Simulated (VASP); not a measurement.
Write the native input for VASP 6.6.1 that does the following.

```yaml
Task: single point
Functional: PBE
Potentials_or_basis: VASP PAW PBE potentials, release 64 (Mg, Se)
Cutoff: 520 eV
k_mesh: 2 × 2 × 2
Occupations: fermi-dirac, width 0.05 eV
Spin: no spin polarisation
Dipole_correction: no
Further_INCAR_settings: LREAL = Auto; ALGO = Normal; EDIFF = 1e-06; NBANDS = 44
```

The structure of Mg7Se8 (a cell with a defect) lies in POSCAR:

```
Mg7Se8
1.0
    0.0000000000      5.4566280000      5.4566280000
    5.4566280000      0.0000000000      5.4566280000
    5.4566280000      5.4566280000      0.0000000000
Mg Se
7 8
Direct
   -0.0045284377      0.0224988766     -0.0129574528
   -0.0150793677      0.0094086494      0.5016133590
    0.0210333195      0.4969481152     -0.0066399982
    0.0012033989      0.4721490085      0.5259307580
    0.5045379674      0.0094094741      0.5016136339
    0.4891408210      0.4969458244     -0.0066408229
    0.5145283864      0.8632989091      0.1081339978
    0.2642086835      0.2285941977      0.2434718841
    0.2569680396      0.2487759840      0.7508325655
    0.2069382410      0.7453768151      0.2669756854
    0.2504525689      0.7591693075      0.7404057048
    0.7405022846      0.2744582368      0.2450147784
    0.7439131823      0.2487762589      0.7508311910
    0.7811973805      0.7453770900      0.2669779761
    0.7384642127      0.7529150787      0.7706379288
```

The input as run:

INCAR

```
SYSTEM = Mg7Se8
PREC     = Accurate       ! precision mode
ENCUT    = 520            ! plane-wave cutoff, eV
EDIFF    = 1E-6           ! SCF threshold, eV
ISMEAR   = -1             ! smearing method
SIGMA    = 0.05           ! smearing width, eV
LREAL    = Auto         
LASPH    = .TRUE.         ! aspherical terms in the spheres
NELM     = 80             ! most SCF steps
ALGO     = Normal         ! electronic algorithm
ISIF     = 2              ! what is computed and relaxed
LWAVE    = .FALSE.        ! write WAVECAR
LCHARG   = .FALSE.        ! write CHGCAR
GGA      = PE             ! functional
NBANDS   = 44             ! bands
```

KPOINTS

```
regular mesh
0
G
  2 2 2
  0 0 0
```

Potentials or basis: VASP PAW PBE potentials, release 64 (Mg, Se).

Launch:

```bash
$ cat potpaw_PBE.64/Mg/POTCAR potpaw_PBE.64/Se/POTCAR > POTCAR
$ mpirun -np 1 vasp_std > vasp.out
```

Results of the run:

```json
{
 "Pressure": "1.8 GPa",
 "Largest force": "0.798 eV/Å",
 "Band gap on the k mesh": "none (metal or under the smearing width)"
}
```

Caveat: the k mesh is coarse (spacing up to 0.50 Å⁻¹), so the values aren't converged.

Wall time 5.3 min on 1 thread of Intel(R) Xeon(R) Platinum 8488C (Sapphire Rapids), with other jobs on the host, peak memory 0.47 GiB.
